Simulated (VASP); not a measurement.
# AlN (P6_3mc) in VASP: settings compared, part 3 of 3

VASP 6.6.1. Earlier steps stand in the parts before.

### Step 5. Optical spectrum, PBE-EpsX

POSCAR reads:

```
AlN
1.0
    3.1130000000      0.0000000000      0.0000000000
   -1.5565000000      2.6959370820      0.0000000000
    0.0000000000      0.0000000000      4.9810000000
Al N
2 2
Direct
    0.6666666667      0.3333333333      0.5000000000
    0.3333333333      0.6666666667      0.0000000000
    0.6666666667      0.3333333333      0.8800000000
    0.3333333333      0.6666666667      0.3800000000
```

INCAR.step1 reads:

```
SYSTEM = AlN
PREC     = Accurate       ! precision mode
ENCUT    = 520            ! plane-wave cutoff, eV
EDIFF    = 1E-8           ! SCF threshold, eV
ISMEAR   = -5             ! smearing method
SIGMA    = 0.05           ! smearing width, eV
LREAL    = .FALSE.        ! projectors in reciprocal space
LASPH    = .TRUE.         ! aspherical terms in the spheres
NELM     = 60             ! most SCF steps
ALGO     = Normal         ! electronic algorithm
ISIF     = 2              ! what is computed and relaxed
LWAVE    = .FALSE.        ! write WAVECAR
LCHARG   = .FALSE.        ! write CHGCAR
GGA      = PE             ! functional
LEPSILON = .TRUE.         ! dielectric tensor by DFPT
```

KPOINTS.step1 reads:

```
Automatic mesh
0
G
  10 10 6
  0 0 0
```

INCAR.step2 reads:

```
SYSTEM = AlN
PREC     = Accurate       ! precision mode
ENCUT    = 520            ! plane-wave cutoff, eV
EDIFF    = 1E-5           ! SCF threshold, eV
ISMEAR   = -5             ! smearing method
SIGMA    = 0.05           ! smearing width, eV
LREAL    = .FALSE.        ! projectors in reciprocal space
LASPH    = .TRUE.         ! aspherical terms in the spheres
NELM     = 60             ! most SCF steps
ALGO     = Normal         ! electronic algorithm
ISIF     = 2              ! what is computed and relaxed
LWAVE    = .TRUE.         ! write WAVECAR
LCHARG   = .FALSE.        ! write CHGCAR
NBANDS   = 56             ! bands
GGA      = PE             ! functional
```

KPOINTS.step2 reads:

```
regular mesh
0
G
  5 5 3
  0 0 0
```

INCAR.step3 reads:

```
SYSTEM = AlN
PREC     = Accurate       ! precision mode
ENCUT    = 520            ! plane-wave cutoff, eV
EDIFF    = 1E-6           ! SCF threshold, eV
ISMEAR   = -5             ! smearing method
SIGMA    = 0.05           ! smearing width, eV
LREAL    = .FALSE.        ! projectors in reciprocal space
LASPH    = .TRUE.         ! aspherical terms in the spheres
NELM     = 60             ! most SCF steps
ALGO     = Normal         ! electronic algorithm
ISIF     = 2              ! what is computed and relaxed
LWAVE    = .FALSE.        ! write WAVECAR
LCHARG   = .FALSE.        ! write CHGCAR
GGA      = PE             ! functional
LHFCALC  = .TRUE.         ! exact exchange
AEXX     = 0.2218         ! exact-exchange fraction
PRECFOCK = Fast         
LOPTICS  = .TRUE.         ! frequency-dependent dielectric function
NBANDS   = 56             ! bands
NEDOS    = 1000           ! points of the DOS
CSHIFT   = 0.05         
ISTART   = 1
```

KPOINTS.step3 reads:

```
regular mesh
0
G
  5 5 3
  0 0 0
```

Potentials or basis: VASP PAW PBE potentials, release 64 (Al, N).

Run with:

```console
$ cat potpaw_PBE.64/Al/POTCAR potpaw_PBE.64/N/POTCAR > POTCAR
$ cp INCAR.step1 INCAR
$ cp KPOINTS.step1 KPOINTS
$ mpirun -np 1 vasp_std > vasp.out
$ cp INCAR.step2 INCAR
$ cp KPOINTS.step2 KPOINTS
$ mpirun -np 1 vasp_std > vasp.out
$ cp INCAR.step3 INCAR
$ cp KPOINTS.step3 KPOINTS
$ mpirun -np 1 vasp_std > vasp.out
```

OUTCAR:

```text
SYSTEM = AlN
   PREC = Accurate
   ENCUT = 520
   EDIFF = 1E-6
   ISMEAR = -5
   LREAL = .FALSE.
   LASPH = .TRUE.
   NELM = 60
   ISIF = 2
   GGA = PE
   LHFCALC = .TRUE.
   AEXX = 0.2218
   PRECFOCK = Fast
   ISTART = 1

 ion  position               nearest neighbor table
   1  0.667  0.333  0.500-   3 1.89   4 1.89   4 1.89   4 1.89   2 3.07   2 3.07   2 3.07   2 3.07
                             2 3.07   2 3.07
   2  0.333  0.667  0.000-   4 1.89   3 1.89   3 1.89   3 1.89   1 3.07   1 3.07   1 3.07   1 3.07
                             1 3.07   1 3.07
   3  0.667  0.333  0.880-   1 1.89   2 1.89   2 1.89   2 1.89
   4  0.333  0.667  0.380-   2 1.89   1 1.89   1 1.89   1 1.89

  LATTYP: Found a hexagonal cell.
 ALAT       =     3.1130000000
 C/A-ratio  =     1.6000642467

  Lattice vectors:

 A1 = (   3.1130000000,   0.0000000000,   0.0000000000)
 A2 = (  -1.5565000000,   2.6959370820,   0.0000000000)
 A3 = (   0.0000000000,   0.0000000000,   4.9810000000)

Analysis of symmetry for initial positions (statically):
=====================================================================
 Subroutine PRICEL returns:
 Original cell was already a primitive cell.

 Routine SETGRP: Setting up the symmetry group for a
 hexagonal supercell.
[... 431 lines left out ...]
      1.55650      0.89865      4.38328        -0.000000      0.000000      0.129998
     -0.00000      1.79729      1.89278         0.000000     -0.000000      0.129998
 -----------------------------------------------------------------------------------
    total drift:                               -0.000001      0.000002      0.000203

  FREE ENERGIE OF THE ION-ELECTRON SYSTEM (eV)
  ---------------------------------------------------
  free  energy   TOTEN  =       -35.9493979473 eV

  energy  without entropy=      -35.9493979473  energy(sigma->0) =      -35.94939795

 electrical conductivity sigma (Mega S m-1) (frequency dependency in vasprun.xml)
  --------------------------------------------------------------------------------------
       0.000       0.000       0.000
       0.000       0.000       0.000
       0.000       0.000       0.000

  frequency dependent IMAGINARY DIELECTRIC FUNCTION (independent particle, no local field effects) density-density
     E(ev)      X         Y         Z        XY        YZ        ZX
  --------------------------------------------------------------------------------------------------------------
     0.00000     0.00000     0.00000     0.00000     0.00000     0.00000     0.00000
     0.86550     0.00000     0.00000     0.00000     0.00000     0.00000     0.00000
     1.73099     0.00000     0.00000     0.00000     0.00000     0.00000     0.00000
     2.59649     0.00000     0.00000     0.00000     0.00000     0.00000     0.00000
     3.46198     0.00000     0.00000     0.00000     0.00000     0.00000     0.00000
     4.32748     0.00000     0.00000     0.00000     0.00000     0.00000     0.00000
[... 92 lines left out ...]
    84.81855     0.00000     0.00000     0.00000     0.00000     0.00000     0.00000
    85.68404     0.00000     0.00000     0.00000     0.00000     0.00000     0.00000

  frequency dependent      REAL DIELECTRIC FUNCTION (independent particle, no local field effects) density-density
     E(ev)        X           Y           Z          XY          YZ          ZX
  --------------------------------------------------------------------------------------------------------------
     0.00000     3.59341     3.59341     3.67159     0.00000    -0.00000    -0.00000
     0.86550     3.60846     3.60846     3.68867     0.00000    -0.00000    -0.00000
     1.73099     3.65492     3.65492     3.74162     0.00000    -0.00000    -0.00000
     2.59649     3.73716     3.73716     3.83599     0.00000    -0.00000    -0.00000
     3.46198     3.86379     3.86379     3.98307     0.00000    -0.00000    -0.00000
     4.32748     4.05087     4.05087     4.20445     0.00000    -0.00000    -0.00000
[... 92 lines left out ...]
    84.81855     0.92191     0.92191     0.92380    -0.00000     0.00000     0.00000
    85.68404     0.92365     0.92365     0.92551    -0.00000     0.00000     0.00000

  frequency dependent IMAGINARY DIELECTRIC FUNCTION (independent particle, no local field effects) current-current
     E(ev)      X         Y         Z        XY        YZ        ZX
  --------------------------------------------------------------------------------------------------------------
     0.00000     0.00000     0.00000     0.00000     0.00000     0.00000     0.00000
     0.86550     0.00000     0.00000     0.00000     0.00000     0.00000     0.00000
     1.73099     0.00000     0.00000     0.00000     0.00000     0.00000     0.00000
     2.59649     0.00000     0.00000     0.00000     0.00000     0.00000     0.00000
     3.46198     0.00000     0.00000     0.00000     0.00000     0.00000     0.00000
     4.32748     0.00000     0.00000     0.00000     0.00000     0.00000     0.00000
[... 92 lines left out ...]
    84.81855     0.00000     0.00000     0.00000     0.00000     0.00000     0.00000
    85.68404     0.00000     0.00000     0.00000     0.00000     0.00000     0.00000

  frequency dependent      REAL DIELECTRIC FUNCTION (independent particle, no local field effects) current-current
     E(ev)        X           Y           Z          XY          YZ          ZX
  --------------------------------------------------------------------------------------------------------------
     0.00000     3.51933     3.51933     3.64448     0.00000    -0.00000    -0.00000
     0.86550     3.53376     3.53376     3.66123     0.00000    -0.00000    -0.00000
     1.73099     3.57876     3.57876     3.71364     0.00000    -0.00000    -0.00000
     2.59649     3.65840     3.65840     3.80704     0.00000    -0.00000    -0.00000
     3.46198     3.78106     3.78106     3.95257     0.00000    -0.00000    -0.00000
     4.32748     3.96235     3.96235     4.17157     0.00000    -0.00000    -0.00000
[... 92 lines left out ...]
    84.81855     0.92339     0.92339     0.92458    -0.00000     0.00000     0.00000
    85.68404     0.92510     0.92510     0.92627    -0.00000     0.00000     0.00000
```

OUTCAR.step1:

```text
SYSTEM = AlN
   PREC = Accurate
   ENCUT = 520
   EDIFF = 1E-8
   ISMEAR = -5
   LREAL = .FALSE.
   LASPH = .TRUE.
   NELM = 60
   ISIF = 2
   GGA = PE
   LEPSILON = .TRUE.
[... 662 lines left out ...]

 BORN EFFECTIVE CHARGES (including local field effects) (in |e|, cummulative output)
 ---------------------------------------------------------------------------------
 ion    1
    1     2.51480     0.00000     0.00000
    2     0.00000     2.51480     0.00000
    3     0.00000    -0.00000     2.66948
 ion    2
    1     2.51480     0.00000    -0.00000
    2     0.00000     2.51480     0.00000
    3     0.00000     0.00000     2.66948
 ion    3
    1    -2.51480     0.00000     0.00000
    2     0.00000    -2.51480    -0.00000
    3     0.00000     0.00000    -2.66948
 ion    4
    1    -2.51480     0.00000     0.00000
    2     0.00000    -2.51480     0.00000
    3     0.00000     0.00000    -2.66948
```

OUTCAR.step2:

```text
SYSTEM = AlN
   PREC = Accurate
   ENCUT = 520
   EDIFF = 1E-5
   ISMEAR = -5
   LREAL = .FALSE.
   LASPH = .TRUE.
[... 451 lines left out ...]
     -0.00000      1.79729      0.00000        -0.000000     -0.000000     -0.131803
      1.55650      0.89865      4.38328         0.000000      0.000000      0.131803
     -0.00000      1.79729      1.89278        -0.000000     -0.000000      0.131803
 -----------------------------------------------------------------------------------
    total drift:                               -0.000000     -0.000000      0.000249

  FREE ENERGIE OF THE ION-ELECTRON SYSTEM (eV)
  ---------------------------------------------------
  free  energy   TOTEN  =       -29.7632938330 eV

  energy  without entropy=      -29.7632938330  energy(sigma->0) =      -29.76329383
```

Wall time 16 min (1 thread of Intel Xeon Platinum 8375C at 2.90GHz (Ice Lake), shared host); peak memory 0.32 GiB.

Results:

| Property | Result |
| --- | --- |
| Free energy | -35.9494 eV |
| Pressure | -1.2 GPa |
| Largest force | 0.130 eV/Å |
| Band gap on the k mesh | 6.09 eV, direct |

Forces on the atoms (eV/Å):
```
Al   0.000  0.000 -0.130
Al   0.000  0.000 -0.130
N    0.000  0.000  0.130
N    0.000  0.000  0.130
```

Dielectric function (mean over the directions given):
```tsv
energy (eV)	real part	imaginary part
0.26	3.62	0.00
0.87	3.64	0.00
1.56	3.67	0.00
2.25	3.73	0.00
2.94	3.82	0.00
3.64	3.94	0.00
4.33	4.10	0.00
5.02	4.33	0.00
5.63	4.61	0.00
6.32	5.11	0.01
7.01	5.91	0.20
7.70	7.18	0.69
8.40	8.98	4.94
9.09	3.95	8.03
9.78	3.53	4.70
10.39	3.26	5.33
11.08	1.45	4.21
11.77	3.03	4.00
12.46	1.78	3.73
13.16	-0.02	5.71
13.85	1.80	2.29
14.54	0.14	5.04
15.15	-0.62	4.50
15.84	-1.14	3.40
16.53	-2.32	2.38
17.22	-1.48	1.38
17.92	-1.10	1.42
18.61	-0.96	1.36
19.30	-0.99	0.99
19.99	-0.86	0.75
```

Caveat: the k mesh is coarse (spacing up to 0.47 Å⁻¹), so the values aren't converged, least of all with exact exchange; spectra need much finer meshes, so this one isn't converged; independent-particle spectra lack excitons; the PAW data sets were made with another functional, which shifts forces and pressure a little.

### Step 6. Phonons, r2SCAN

POSCAR is that of step 5.

INCAR.step1 reads:

```
SYSTEM = AlN
PREC = Accurate
ENCUT = 600
EDIFF = 1E-8
ISMEAR = 0
SIGMA = 0.05
LREAL = .FALSE.
LASPH = .TRUE.
NELM = 60
ALGO = Normal
ISIF = 3
LWAVE = .FALSE.
LCHARG = .FALSE.
METAGGA = R2SCAN
LMIXTAU = .TRUE.
IBRION = 2
NSW = 40
EDIFFG = -0.002
```

INCAR.step2 reads:

```
SYSTEM = AlN
PREC = Accurate
ENCUT = 600
EDIFF = 1E-8
ISMEAR = 0
SIGMA = 0.05
LREAL = .FALSE.
LASPH = .TRUE.
NELM = 60
ALGO = Normal
ISIF = 2
LWAVE = .FALSE.
LCHARG = .FALSE.
METAGGA = R2SCAN
LMIXTAU = .TRUE.
IBRION = 6
NFREE = 2
POTIM = 0.015
NSW = 1
```

KPOINTS reads:

```
regular mesh
0
G
  7 7 5
  0 0 0
```

Potentials or basis: VASP PAW PBE potentials, release 64 (Al, N).

Run with:

```console
$ cat potpaw_PBE.64/Al/POTCAR potpaw_PBE.64/N/POTCAR > POTCAR
$ cp INCAR.step1 INCAR
$ mpirun -np 1 vasp_std > vasp.out
$ cp CONTCAR POSCAR
$ cp INCAR.step2 INCAR
$ mpirun -np 1 vasp_std > vasp.out
```

OUTCAR:

```text
SYSTEM = AlN
   PREC = Accurate
   ENCUT = 600
   EDIFF = 1E-8
   ISMEAR = 0
   LREAL = .FALSE.
   LASPH = .TRUE.
   NELM = 60
   ISIF = 2
   METAGGA = R2SCAN
   IBRION = 6
   NFREE = 2
   POTIM = 0.015
   NSW = 1

 ion  position               nearest neighbor table
   1  0.667  0.333  0.499-   4 1.89   4 1.89   4 1.89   3 1.90   2 3.07   2 3.07   2 3.07   2 3.07
                             2 3.07   2 3.07
[... 925 lines left out ...]
 INTERNAL STRAIN TENSOR FOR ION    4 for displacements in x,y,z  (eV/Angst):
          X           Y           Z          XY          YZ          ZX
  --------------------------------------------------------------------------------
  x     0.00000    -0.00000     0.00000   -10.74363    -0.00000     5.29557
  y   -10.74363    10.74363     0.00000    -0.00000     5.29557     0.00000
  z     5.53332     5.53332   -12.33801     0.00000     0.00000     0.00000

 Eigenvectors and eigenvalues of the dynamical matrix
 ----------------------------------------------------

   1 f  =   22.261022 THz   139.870128 2PiTHz  742.547773 cm-1    92.064149 meV
             X         Y         Z           dx          dy          dz
      1.552662  0.896430  2.483702    -0.000000    0.000000   -0.018071
     -0.000000  1.792860  4.971614    -0.000000    0.000000    0.018071
      1.552662  0.896430  4.382936     0.000000   -0.000000   -0.706876
     -0.000000  1.792860  1.895024     0.000000   -0.000000    0.706876
[... 71 lines left out ...]
  12 f/i=    0.019146 THz     0.120301 2PiTHz    0.638658 cm-1     0.079183 meV
             X         Y         Z           dx          dy          dz
      1.552662  0.896430  2.483702     0.000000    0.000000   -0.574165
     -0.000000  1.792860  4.971614     0.000000    0.000000   -0.574165
      1.552662  0.896430  4.382936     0.000000    0.000000   -0.412716
     -0.000000  1.792860  1.895024     0.000000    0.000000   -0.412716

 ELASTIC MODULI CONTR FROM IONIC RELAXATION (kBar)
 Direction    XX          YY          ZZ          XY          YZ          ZX
 --------------------------------------------------------------------------------
 XX        -705.5085    348.4131    396.7648      0.0000     -0.0000     -0.0000
 YY         348.4131   -705.5085    396.7648     -0.0000      0.0000      0.0000
 ZZ         396.7648    396.7648   -881.6824     -0.0000     -0.0000      0.0000
 XY           0.0000     -0.0000     -0.0000   -526.9608     -0.0000     -0.0000
 YZ          -0.0000      0.0000     -0.0000     -0.0000   -137.0442      0.0000
 ZX          -0.0000      0.0000      0.0000     -0.0000      0.0000   -137.0439
 --------------------------------------------------------------------------------
```

OUTCAR.step1:

```text
SYSTEM = AlN
   PREC = Accurate
   ENCUT = 600
   EDIFF = 1E-8
   ISMEAR = 0
   LREAL = .FALSE.
   LASPH = .TRUE.
   NELM = 60
   ISIF = 3
   METAGGA = R2SCAN
   IBRION = 2
   NSW = 40
[... 526 lines left out ...]
      1     -10.0580      2.00000
      2      -7.9313      2.00000
      3      -0.1435      2.00000
      4       5.0456      2.00000
      5       5.0456      2.00000
      6       5.7068      2.00000
      7       5.7068      2.00000
      8       5.9333      2.00000
      9      10.8651      0.00000
     10      13.4839      0.00000
     11      17.5595      0.00000
     12      17.9858      0.00000
[... 374 lines left out ...]
  FREE ENERGIE OF THE ION-ELECTRON SYSTEM (eV)
  ---------------------------------------------------
  free  energy   TOTEN  =       -38.4557112931 eV

  energy  without entropy=      -38.4557112931  energy(sigma->0) =      -38.45571129

 reached required accuracy - stopping structural energy minimisation
```

OSZICAR.step1:

```text
N       E                     dE             d eps       ncg     rms          rms(c)
DAV:   1     0.495562515823E+02    0.49556E+02   -0.84021E+03   576   0.137E+03
DAV:   2    -0.424585606491E+02   -0.92015E+02   -0.83121E+02   864   0.260E+02
DAV:   3    -0.470656093931E+02   -0.46070E+01   -0.45776E+01   760   0.613E+01
[... 133 lines left out ...]
DAV:   6    -0.384557114150E+02   -0.43456E-06   -0.21849E-09   288   0.663E-04    0.413E-05
DAV:   7    -0.384557112763E+02    0.13872E-06   -0.19560E-10   288   0.158E-04    0.218E-05
DAV:   8    -0.384557113209E+02   -0.44554E-07   -0.21172E-11   288   0.619E-05    0.135E-05
DAV:   9    -0.384557112862E+02    0.34685E-07   -0.14317E-11   288   0.530E-05    0.751E-06
DAV:  10    -0.384557112931E+02   -0.69429E-08   -0.64945E-12   288   0.273E-05
   9 F= -.38455711E+02 E0= -.38455711E+02  d E =-.235879E-05
```

It took 37 min on 1 thread of AMD EPYC 7R13 (Zen 3), shared host; peak memory 0.25 GiB.

What came out:

```yaml
Relaxed_volume: 10.39 Å³/atom
Relaxed_cell: a = 3.105 Å, b = 3.105 Å, c = 4.976 Å, α = 90.00°, β = 90.00°, γ = 120.00°
Space_group_after_relaxing_to_0.05_Å: P6_3mc (No. 186)
Highest_phonon_frequency_at_Γ_LO-TO_splitting_left_out: 743 cm⁻¹
```

Step by step:
```csv
step,energy change (eV),largest force (eV/Å),pressure (GPa),volume (Å³)
1,0.0000,0.1253,-1.25,41.80
2,0.0001,0.0985,1.28,41.31
3,-0.0021,0.0150,-0.03,41.56
4,-0.0021,0.0123,0.00,41.56
5,-0.0022,0.0067,0.01,41.55
6,-0.0022,0.0008,0.03,41.54
7,-0.0022,0.0023,0.03,41.55
8,-0.0022,0.0023,-0.03,41.56
9,-0.0022,0.0014,-0.02,41.55
```

Final structure:
```xyz
4
Lattice="3.1053 0.0000 0.0000 -1.5527 2.6893 0.0000 0.0000 0.0000 4.9758" Properties=species:S:1:pos:R:3 pbc="T T T"
Al    1.5527    0.8964    2.4837
Al    0.0000    1.7929    4.9716
N     1.5527    0.8964    4.3829
N     0.0000    1.7929    1.8950
```

Phonon frequencies in cm⁻¹ (negative: imaginary):
```
              q point                                 frequencies
(0.000, 0.000, 0.000)  -1 0 0 250 250 559 625 670 670 682 682 743
```

Caveat: the PAW data sets were made with another functional, which shifts forces and pressure a little.

### Step 7. The runs side by side

```tsv
task	level	potentials or basis	cell	k mesh	cutoff (eV)	smearing	cutoff of the response function	frequency points	empty bands	GW scheme	GW iterations	mesh quality	gap on the mesh (eV)
evGW quasiparticle levels	LDA	VASP PAW LDA potentials, release 64 (Al_GW, N_GW)	as given	5 × 5 × 3	500	gaussian 0.01 eV	150	64	174	evGW	4	coarse	-
chemical shielding	RPBE+D4	VASP PAW PBE potentials, release 64 (Al, N)	as given	10 × 10 × 6	520	gaussian 0.05 eV	-	-	-	-	-	not flagged	-
dielectric tensor	PBEsol	VASP PAW PBE potentials, release 64 (Al, N)	cell strained at random at fixed volume	10 × 10 × 6	520	gaussian 0.05 eV	-	-	-	-	-	not flagged	3.97
optical spectrum	PBE-EpsX	VASP PAW PBE potentials, release 64 (Al, N)	as given	5 × 5 × 3	520	tetrahedron	-	-	-	-	-	coarse	6.09
phonons	r2SCAN	VASP PAW PBE potentials, release 64 (Al, N)	relaxed	7 × 7 × 5	600	gaussian 0.05 eV	-	-	-	-	-	not flagged	-
```

Alike in all rows: no spin polarisation.

Caveats: some runs use coarse meshes; the PAW data sets were made with another functional, which shifts forces and pressure a little (some runs); the cutoff is under 1.25 times the usual one of these potentials, so pressure, stress and relaxed cells hold a basis-set (Pulay) error (some runs); bands, screening cutoff and mesh are small and nothing is extrapolated, so the quasiparticle values aren't converged (some runs); spectra need much finer meshes, so this one isn't converged (some runs); independent-particle spectra lack excitons (some runs).

Absolute energies hang on the potentials; compare differences alone.
